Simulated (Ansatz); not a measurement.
# ZrSi2N4 monolayer in a perpendicular field

Aim: how the ZrSi2N4 monolayer screens a field along its normal, and what the field does to its bands. A positive field points along +c.

Calculated with Ansatz 0.2.0; plane-wave DFT, PBE-D3(BJ), Ansatz PAW.

## Step 1: Set-up

The cell holds 7 atoms: 4 N, 2 Si and 1 Zr. Its edges and angles: a = 2.920 Å, b = 2.920 Å, c = 45.964 Å, α = 90.0°, β = 90.0°, γ = 120.0°. Vacuum lies along c.

As a file:

```xyz
7
Lattice="2.9200 0.0000 0.0000 -1.4600 2.5288 0.0000 0.0000 0.0000 45.9642" Properties=species:S:1:pos:R:3
N     0.0000    0.0000   19.2500
Si    0.0000    1.6859   19.7194
N     0.0000    1.6859   21.4694
Zr    0.0000    0.0000   22.9821
N     0.0000    1.6859   24.4947
Si    0.0000    1.6859   26.2447
N     0.0000    0.0000   26.7142
```

## Step 2: Relaxing the slab

The starting cell is a guess, so the in-plane lattice and the atoms are relaxed first, with the slab cut off from its images along the normal.

File input.yaml:

```yaml
crystal:
  lattice:
    - [2.92, 0.0, 0.0]
    - [-1.46, 2.5287941791, 0.0]
    - [0.0, 0.0, 45.9641524286]
  atoms:
    - { symbol: "N", position: [0.0, 0.0, 0.4188046332] }
    - { symbol: Si, position: [0.3333333333, 0.6666666667, 0.4290176418] }
    - { symbol: "N", position: [0.3333333333, 0.6666666667, 0.4670907903] }
    - { symbol: Zr, position: [0.0, 0.0, 0.5] }
    - { symbol: "N", position: [0.3333333333, 0.6666666667, 0.5329092097] }
    - { symbol: Si, position: [0.3333333333, 0.6666666667, 0.5709823582] }
    - { symbol: "N", position: [0.0, 0.0, 0.5811953668] }
  periodic: [true, true, false]
kpoints:
  mp_grid: { grid: [12, 12, 1] }
hamiltonian:
  xc: pbe
  dispersion: d3bj
scf:
  occupations: { method: fermi_dirac, width: 0.05 }
  convergence: { dr2_threshold: 1.0e-09 }
relax:
  f_tol: 0.004
  max_steps: 90
  cell: {}
output:
  write_potential: true
  write_density: true
  volumetric_format: npy
```

The run is started by

```bash
> ansatz run input.yaml --threads 2 --pin off --max-ram 3072MiB --backend cpu --events-out ev --progress --plain --runs-dir out
```

Numbers of over 12 decimals in the logs are rounded to 6 here.

Output:

```text
Warning: relax.cell: scf.convergence.dr2_threshold = 1e-9 eV is looser than the 2.2951074002e-10 eV advised for a relaxation that steers and ends on the stress (1e-10 eV for each atom of the cell: 7, times the square of relax.cell.stress_2d_tol = 0.05 N/m over 17.5 Å (the atoms' height at the walk's start and 5 Å past either face), 2.863e-2 GPa, over a crystal's default 0.05). What an SCF threshold leaves in a stress goes as its square root, and in the free energy as the threshold itself, and one threshold admits the most on a small cell: [figures from the program's tests cut] Set scf.convergence.dr2_threshold to 2.2951074002e-10 eV or tighter. [rest of the remark cut]
Engine: ansatz 0.2.0, aarch64-unknown-linux-gnu
Pseudopotentials: kind: paw
Pseudopotential: N, paw, valence charge 5, recommended cutoff 420 eV (normal), N.paw.azcp
Pseudopotential: Si, paw, valence charge 4, recommended cutoff 420 eV (normal), Si.paw.azcp
Pseudopotential: Zr, paw, valence charge 12, recommended cutoff 420 eV (normal), Zr.paw.azcp
Functional definition: PBE
  parameter kappa = 0.804
  parameter beta = 0.066725
  exchange = pbe_x(kappa = kappa, mu = beta*pi^2/3)
  correlation = pbe_c(beta = beta)
Crystal: 7 atoms, lattice volume = 339.403 Å³
Basis set: ecut = 420 eV, 6573 PW (Γ), exchange–correlation on 40×40×640 points (8 copies of the dense FFT grid, shifted against one another)
Bands: 27, of which v1, the nominal top of the filled ones, is band 20 counted from 1 (19 counted from 0)
Symmetry: 12 space group operations
Space group: P-6m2 (ITA 187), of the structure as read, at distance tolerance 7.0e-5 Å
k-points: 19 of 144 (time reversal used)
Non-local potential: N, projectors of the file, l = 0: 2, l = 1: 2, l = 2: 1
Non-local potential: Si, projectors of the file, l = 0: 2, l = 1: 2, l = 2: 2
Non-local potential: Zr, projectors of the file, l = 0: 3, l = 1: 2, l = 2: 2, l = 3: 2
PAW form: soft (Blöchl's): semilocal exchange-correlation on the pseudo side does not see the compensation charge
PAW one-centre angular grid: N, 110 points (default); XC on 64 Gauss nodes
PAW one-centre angular grid: Si, 110 points (default); XC on 64 Gauss nodes
PAW one-centre angular grid: Zr, 590 points (default); XC on 64 Gauss nodes
Initial density: superposition of atomic densities (neutral atoms: chi_scale 0, normalization atom), corrected by the library's trained network
Initial wavefunctions: pseudopotential atomic-orbital guess
Functional: x = pbe(κ = 0.804, μ = 0.219515), c = pbe(β = 0.066725)
SCF iter   1: F=—  HF=-6998.461379 eV  |F-HF|=—  |Δ(HF+E_count)|=         —  Δρ=5.66e-3  dr2=1.16e-1  ethr=1.77e-3  ⟨swp⟩=12.8  Hψ=4410  notcnv=0  defer=7
preconditioner: auto → LDOS  [insulator: Δε(μ)=0.227 eV  Ē_g=11.352 eV  σ=0.050 eV  W_gap=0.81  n_scr=26 (ndim 8)  ℏωp=11.4 eV  f_vac=0.759  D(μ)=0.28/eV (n_scr^D=4)  ε∞_Penn≈2.0  β→1.0]
SCF iter   2: F=—  HF=-6998.525727 eV  |F-HF|=—  |Δ(HF+E_count)|=   6.43e-2  Δρ=1.03e-2  dr2=6.05e-1  ethr=2.91e-4  ⟨swp⟩=4.8  Hψ=1478  notcnv=0  defer=33  recentre
SCF iter   3: F=—  HF=-6998.453095 eV  |F-HF|=—  |Δ(HF+E_count)|=   7.26e-2  Δρ=2.78e-3  dr2=3.14e-2  ethr=2.91e-4  ⟨swp⟩=3.9  Hψ=949  notcnv=0  defer=33
SCF iter   4: F=—  HF=-6998.452223 eV  |F-HF|=—  |Δ(HF+E_count)|=   8.72e-4  Δρ=5.28e-4  dr2=2.91e-3  ethr=7.84e-5  ⟨swp⟩=3.2  Hψ=1065  notcnv=0  defer=33
SCF iter   5: F=—  HF=-6998.452125 eV  |F-HF|=—  |Δ(HF+E_count)|=   9.79e-5  Δρ=2.25e-4  dr2=1.66e-4  ethr=7.26e-6  ⟨swp⟩=3.5  Hψ=1116  notcnv=0  defer=33
SCF iter   6: F=—  HF=-6998.452211 eV  |F-HF|=—  |Δ(HF+E_count)|=   8.57e-5  Δρ=8.60e-5  dr2=2.03e-5  ethr=4.15e-7  ⟨swp⟩=3.3  Hψ=1136  notcnv=0  defer=33
SCF iter   7: F=—  HF=-6998.452085 eV  |F-HF|=—  |Δ(HF+E_count)|=   1.25e-4  Δρ=3.25e-5  dr2=5.20e-6  ethr=5.08e-8  ⟨swp⟩=3.2  Hψ=1101  notcnv=0  defer=33
SCF iter   8: F=—  HF=-6998.452087 eV  |F-HF|=—  |Δ(HF+E_count)|=   1.77e-6  Δρ=8.52e-6  dr2=2.12e-7  ethr=1.30e-8  ⟨swp⟩=3.3  Hψ=927  notcnv=0  defer=33
SCF iter   9: F=—  HF=-6998.452143 eV  |F-HF|=—  |Δ(HF+E_count)|=   5.59e-5  Δρ=2.17e-6  dr2=1.23e-8  ethr=5.31e-10  ⟨swp⟩=3.6  Hψ=1256  notcnv=0  defer=33
SCF iter  10: F=—  HF=-6998.452143 eV  |F-HF|=—  |Δ(HF+E_count)|=   1.56e-8  Δρ=7.80e-7  dr2=1.67e-9  ethr=3.07e-11  ⟨swp⟩=3.6  Hψ=1190  notcnv=0  defer=33
SCF iter  11: F=-6998.452143 eV  HF=-6998.452143 eV  |F-HF|=1.27e-9  |Δ(HF+E_count)|=   4.44e-8  Δρ=2.43e-7  dr2=1.96e-10  ethr=2.50e-12  ⟨swp⟩=12.9  Hψ=4420  notcnv=0
SCF 1 converged in 11 iterations: F = -6998.452143 eV  dr2 = 1.96e-10
  greatest PAW one-centre occupation: 0.996 electrons in one spin orbital (limit 2), on the Zr atom at site 3 (counted from 0), in its partial waves of l = 0
relax step   1: F+E_penalty+E_count = -6998.45214305 eV  Δ(F+E_penalty+E_count) = +0.000e0 eV  max|allowed force component| = 3.462e0 eV/Å  Δτ_max = 0.0000 Å  P = +16.971 N/m  Ω = 339.403 Å³  fix = [c, alpha, beta]  reactions: c +0.000 N/m  (11 SCF iters, accepted)
Crystal: 7 atoms, lattice volume = 348.194 Å³
Basis set: ecut = 420 eV, 6681 PW (Γ), exchange–correlation on 40×40×640 points (8 copies of the dense FFT grid, shifted against one another)
Initial density: handed on by an earlier stage of this run
Initial wavefunctions: those handed on with the density
SCF iter   1: F=—  HF=-6999.936713 eV  |F-HF|=—  |Δ(HF+E_count)|=         —  Δρ=1.71e-2  dr2=1.31e0  ethr=3.10e-3  ⟨swp⟩=14.7  Hψ=3722  notcnv=0  defer=4
preconditioner: auto → Resta (q_TF=auto, 1.902 Å⁻¹)  ε∞=1.9  [insulator: Δε(μ)=0.895 eV  Ē_g=11.683 eV  σ=0.050 eV  W_gap=1.00  n_scr=26 (ndim 8)  ℏωp=11.3 eV  f_vac=0.772  D(μ)=0.00/eV (n_scr^D=0)  ε∞_Penn≈1.9  vacuum switching on, ρ_ref=9.9e-3 e/Å³]
SCF iter   2: F=—  HF=-6999.704585 eV  |F-HF|=—  |Δ(HF+E_count)|=   2.32e-1  Δρ=7.40e-3  dr2=3.71e-1  ethr=3.10e-3  ⟨swp⟩=5.0  Hψ=1292  notcnv=0  defer=24
SCF iter   3: F=—  HF=-6999.655353 eV  |F-HF|=—  |Δ(HF+E_count)|=   4.92e-2  Δρ=5.08e-3  dr2=8.05e-2  ethr=9.27e-4  ⟨swp⟩=5.5  Hψ=1379  notcnv=0  defer=25
SCF iter   4: F=—  HF=-6999.649179 eV  |F-HF|=—  |Δ(HF+E_count)|=   6.17e-3  Δρ=2.78e-3  dr2=1.99e-2  ethr=2.01e-4  ⟨swp⟩=4.1  Hψ=1203  notcnv=0  defer=25
SCF iter   5: F=—  HF=-6999.646565 eV  |F-HF|=—  |Δ(HF+E_count)|=   2.61e-3  Δρ=7.81e-4  dr2=1.36e-3  ethr=4.96e-5  ⟨swp⟩=3.1  Hψ=1127  notcnv=0  defer=25
SCF iter   6: F=—  HF=-6999.646783 eV  |F-HF|=—  |Δ(HF+E_count)|=   2.18e-4  Δρ=2.38e-4  dr2=1.45e-4  ethr=3.39e-6  ⟨swp⟩=3.5  Hψ=1132  notcnv=0  defer=25
SCF iter   7: F=—  HF=-6999.646812 eV  |F-HF|=—  |Δ(HF+E_count)|=   2.90e-5  Δρ=5.70e-5  dr2=6.46e-6  ethr=3.62e-7  ⟨swp⟩=3.3  Hψ=1064  notcnv=0  defer=25
[...]
relax step   5: F+E_penalty+E_count = -6999.84258943 eV  Δ(F+E_penalty+E_count) = -1.483e-3 eV  max|allowed force component| = 1.322e-2 eV/Å  Δτ_max = 0.0051 Å  P = -0.032 N/m  Ω = 364.711 Å³  energy of the carried Pulay correction = -1.566e-2 eV  fix = [c, alpha, beta]  reactions: c +0.000 N/m  (8 SCF iters, accepted)
relax step   6: F+E_penalty+E_count = -6999.84262583 eV  Δ(F+E_penalty+E_count) = -3.641e-5 eV  max|allowed force component| = 1.363e-4 eV/Å  Δτ_max = 0.0003 Å  P = -0.002 N/m  Ω = 364.663 Å³  energy of the carried Pulay correction = -1.563e-2 eV  fix = [c, alpha, beta]  reactions: c +0.000 N/m  (6 SCF iters, accepted)
relax step   7: F+E_penalty+E_count = -6999.86775989 eV  Δ(F+E_penalty+E_count) = -2.513e-2 eV  max|allowed force component| = 1.748e-3 eV/Å  Δτ_max = 0.0000 Å  P = +0.589 N/m  Ω = 364.663 Å³  fix = [c, alpha, beta]  reactions: c +0.000 N/m  stress off target by 5.89e-1 N/m on what of the cell is left free  SCF on the basis re-selected at this cell (its energy is not comparable with the rows above)  (7 SCF iters)
relax step   8: F+E_penalty+E_count = -6999.86761840 eV  Δ(F+E_penalty+E_count) = +1.415e-4 eV  max|allowed force component| = 2.464e-3 eV/Å  Δτ_max = 0.0020 Å  P = +0.046 N/m  Ω = 365.386 Å³  energy of the carried Pulay correction = -4.532e-4 eV  fix = [c, alpha, beta]  reactions: c +0.000 N/m  (8 SCF iters, accepted)
relax step   9: F+E_penalty+E_count = -6999.86808257 eV  Δ(F+E_penalty+E_count) = -4.642e-4 eV  max|allowed force component| = 2.467e-3 eV/Å  Δτ_max = 0.0000 Å  P = +0.050 N/m  Ω = 365.386 Å³  fix = [c, alpha, beta]  reactions: c +0.000 N/m  stress off target by 5.02e-2 N/m on what of the cell is left free  SCF on the basis re-selected at this cell (its energy is not comparable with the rows above)  (5 SCF iters)
relax step  10: F+E_penalty+E_count = -6999.86804515 eV  Δ(F+E_penalty+E_count) = +3.742e-5 eV  max|allowed force component| = 1.652e-5 eV/Å  Δτ_max = 0.0001 Å  P = +0.001 N/m  Ω = 365.451 Å³  energy of the carried Pulay correction = -3.992e-5 eV  fix = [c, alpha, beta]  reactions: c +0.000 N/m  (5 SCF iters, accepted)
iter 1 solved again at ethr=3.63e-7 eV; its pass at ethr=3.10e-3 eV (dr2=1.45e-4 eV) is discarded
SCF iter   1: F=—  HF=-6999.867880 eV  |F-HF|=—  |Δ(HF+E_count)|=         —  Δρ=2.52e-6  dr2=1.19e-8  ethr=3.63e-7  ⟨swp⟩=6.6  Hψ=7189  notcnv=0
eigensolver tolerance schedule: the retry pair's looser diagonalisation over-reported the residual by 12153.60 of it (diagonalisation noise at an unbounded share of the residual, at the tolerance the schedule requests for it); recorded, not acted on — ethr = c·dr2/N_el stays at c = 1.0e-1
preconditioner: auto → Resta (q_TF=auto, 1.887 Å⁻¹)  ε∞=1.9  [insulator: Δε(μ)=1.291 eV  Ē_g=11.603 eV  σ=0.050 eV  W_gap=1.00  n_scr=26 (ndim 8)  ℏωp=11.0 eV  f_vac=0.770  D(μ)=0.00/eV (n_scr^D=0)  ε∞_Penn≈1.9  vacuum switching on, ρ_ref=9.8e-3 e/Å³]
SCF iter   2: F=—  HF=-6999.868089 eV  |F-HF|=—  |Δ(HF+E_count)|=   2.09e-4  Δρ=1.59e-6  dr2=8.70e-9  ethr=2.99e-11  ⟨swp⟩=6.5  Hψ=2226  notcnv=0
SCF iter   3: F=—  HF=-6999.868089 eV  |F-HF|=—  |Δ(HF+E_count)|=   1.49e-9  Δρ=8.51e-7  dr2=1.26e-9  ethr=2.17e-11  ⟨swp⟩=2.9  Hψ=810  notcnv=0
SCF iter   4: F=-6999.868089 eV  HF=-6999.868089 eV  |F-HF|=1.27e-10  |Δ(HF+E_count)|=  6.46e-11  Δρ=6.06e-7  dr2=6.22e-10  ethr=2.50e-12  ⟨swp⟩=19.4  Hψ=5052  notcnv=0
SCF 11 converged in 4 iterations: F = -6999.868089 eV  dr2 = 6.22e-10
relax step  11: F+E_penalty+E_count = -6999.86808945 eV  Δ(F+E_penalty+E_count) = -4.430e-5 eV  max|allowed force component| = 4.895e-5 eV/Å  Δτ_max = 0.0000 Å  P = +0.001 N/m  Ω = 365.451 Å³  fix = [c, alpha, beta]  reactions: c +0.000 N/m  stress off target by 9.97e-4 N/m on what of the cell is left free  SCF on the basis re-selected at this cell (its energy is not comparable with the rows above)  (4 SCF iters)
basis re-selected at this cell: Δ(F+E_penalty+E_count) = -4.430e-5 eV, ΔP = +0.000 N/m vs the last step (what re-selecting the basis moved, of the pressure what is left beyond the Pulay correction that the steps carried, after the strain that the cell walked since its last selection, with what the two solves' SCF thresholds leave and, on support functions, any second-order correction that the steps lacked; it is no m [...]
WARN: The output density's exchange-correlation potential varies sharply where the density is thin. Do not read a vacuum level from v_tot or v_xc, or from such a field of the output density. On a cell that repeats whose density bears no net charge and no dipole along the vacuum's axis use v_es (v_loc + v_h of the components); under efield.dipole_correction with no amplitude use v_es + v_field, which holds any externa [...]
SCF converged after 4 iterations
Free energy (F): -6999.868089 eV
Harris-Foulkes:  -6999.868089 eV  (|F-HF|=1.27e-10)
Internal energy: -6999.868089 eV  (E = F + TS)
E sigma→0 (E₀):  -6999.868089 eV
Entropy (-TS):   -0.000001 eV (-0.000 meV/atom)
Fermi energy:    -5.618454 eV
--- Per-component energies (eV) ---
  E_band       = -706.261668
  E_kinetic    = 959.077721
  E_local      = -161844.064168  (includes V_loc(G=0)·N_el)
  E_nonlocal   = 306.081653
  E_hartree    = 80316.510083
  E_xc         = -518.876722
  E_vxc        = -598.734164  (∫ρ·V_xc dr)
  E_paw        = -4488.644578  (= ΣΔE_a)
  E_vpaw       = -161.642511  (= ΣTr[D̂ρ^β])
  E_aug_tail   = 0.000429  (compensation charges beyond the density's cutoff)
  E_ewald      = 78271.778794
  E_disp       = -1.731301  (pairwise vdW)
  E_smearing   = -0.000001  (= −TS)
  E_closure    = -0.000000  (closes the sum)
  Σ components = -6999.868089   (vs F -6999.868089, Δ=0.00e0)
--- Forces (eV/Å), atoms counted from 1 ---
  atom   1  N     -0.00000000    -0.00000000     0.00001117
  atom   2  Si     0.00000000     0.00000000     0.00001876
  atom   3  N     -0.00000000    -0.00000000    -0.00004895
  atom   4  Zr    -0.00000000    -0.00000000     0.00000000
  atom   5  N     -0.00000000    -0.00000000     0.00004895
  atom   6  Si     0.00000000     0.00000000    -0.00001876
  atom   7  N     -0.00000000    -0.00000000    -0.00001117
  max |Σ_I F_I| component: 4.44e-16 eV/Å
--- 2D stress c σ (N/m, compression-positive) ---
        0.000997       0.000000       0.000000
        0.000000       0.000997       0.000000
        0.000000       0.000000       0.000000
  P = ½ c Tr σ = 0.0010 N/m
--- Band table (eV; the first three rows and the last of 19) ---
  k-point 0: bands = [... 16 lower, -8.4557, -7.2998, -7.2813, -7.2813, -4.1071, -2.2309, -1.9791, -1.3085, ... 3 higher]
  k-point 1: bands = [... 16 lower, -8.3394, -7.4717, -7.3907, -7.1143, -4.0613, -2.2157, -1.9966, -1.2654, ... 3 higher]
  k-point 2: bands = [... 16 lower, -8.0209, -7.6726, -7.6694, -7.1285, -4.3550, -2.0869, -1.6614, -1.1271, ... 3 higher]
  k-point 18: bands = [... 16 lower, -8.9584, -8.6657, -6.9490, -6.1970, -4.3583, -1.5370, -0.8491, 0.4125, ... 3 higher]
  the weakly bound empty levels are not read free of the cell's end (no_gap_told)
--- Relaxed structure (8 steps of the walk, 8 accepted, 3 SCFs on fresh bases) ---
  F+E_penalty+E_count = -6999.86808945 eV   max|allowed force component| = 4.895e-5 eV/Å   (the final SCF, on the basis selected at the relaxed cell)
  cell:  # Å, volume = 365.4505 Å³
    - [3.029977, 0, 0.0]
    - [-1.514989, 2.624037, 0.0]
    - [0.0, 0.0, 45.9641524286]
  atoms:
    - { symbol: N, position: [1.0573552618554984e-17, -5.1357255561990634e-17, 0.424357] }
    - { symbol: Si, position: [0.333333, 0.666667, 0.434753] }
    - { symbol: N, position: [0.333333, 0.666667, 0.472543] }
    - { symbol: Zr, position: [1.0573552618554984e-17, -5.1357255561990634e-17, 0.500000] }
    - { symbol: N, position: [0.333333, 0.666667, 0.527457] }
    - { symbol: Si, position: [0.333333, 0.666667, 0.565247] }
    - { symbol: N, position: [1.0573552618554984e-17, -5.1357255561990634e-17, 0.575643] }
```

The job ended after 1.7 min (2 threads of Arm Neoverse V2, shared host; peak memory 0.63 GiB).

The steps of the relaxation:

| step | energy less that of the first step (eV) | largest force component (eV/Å) | volume (Å³) |
| --- | --- | --- | --- |
| 1 | 0.0000 | 3.4622 | 339.40 |
| 2 | -1.1945 | 0.8549 | 348.19 |
| 3 | -1.3735 | 0.6773 | 362.06 |
| 4 | -1.3890 | 0.2122 | 364.66 |
| 5 | -1.3904 | 0.0132 | 364.71 |
| 6 | -1.3905 | 0.0001 | 364.66 |
| 7* | -1.4156 | 0.0017 | 364.66 |
| 8 | -1.4155 | 0.0025 | 365.39 |
| 9* | -1.4159 | 0.0025 | 365.39 |
| 10 | -1.4159 | 0.0000 | 365.45 |
| 11* | -1.4159 | 0.0000 | 365.45 |

Relaxation steps marked * repeat the geometry before them on a plane-wave basis chosen anew for their cell, so energy and pressure can jump there.

Forces are held to the 12 operations that the run works with; a distortion that breaks them can't arise in this run.

| cell as run | before | after | change |
| --- | --- | --- | --- |
| a (Å) | 2.920 | 3.030 | +3.8 % |
| b (Å) | 2.920 | 3.030 | +3.8 % |

The atoms that moved most (Å, along periodic axes as changes of fractional coordinates times the final cell, across vacuum about the mean position):

| atom | dx | dy | dz | length |
| --- | --- | --- | --- | --- |
| Si6 | 0.000 | 0.000 | -0.264 | 0.264 |
| Si2 | 0.000 | 0.000 | 0.264 | 0.264 |
| N7 | 0.000 | 0.000 | -0.255 | 0.255 |
| N1 | 0.000 | 0.000 | 0.255 | 0.255 |
| N5 | 0.000 | 0.000 | -0.251 | 0.251 |
| N3 | 0.000 | 0.000 | 0.251 | 0.251 |

The relaxed structure:

```xyz
7
Lattice="3.0300 0.0000 0.0000 -1.5150 2.6240 0.0000 0.0000 0.0000 45.9642" Properties=species:S:1:pos:R:3
N     0.0000    0.0000   19.5052
Si    0.0000    1.7494   19.9831
N     0.0000    1.7494   21.7200
Zr    0.0000    0.0000   22.9821
N     0.0000    1.7494   24.2441
Si    0.0000    1.7494   25.9811
N     0.0000    0.0000   26.4589
```

The lattice constant a goes from 2.920 to 3.030 Å.

(Part 1 of 2 ends here.)

[Logs are printed without paths, hosts, clocks, repeated set-up lines and the standing remarks that a program may print on its own settings, such as how far it seeks lower states.]

[Hosts, paths, dates, database ids (printed as entryN), source tags and the programs' standing remarks are cut or masked in the printed files.]

[Maps of the electrostatic potential energy from Ansatz leave out the sawtooth potential of an applied field or a dipole correction, so their vacuum need not be flat; planar profiles and work functions include it.]
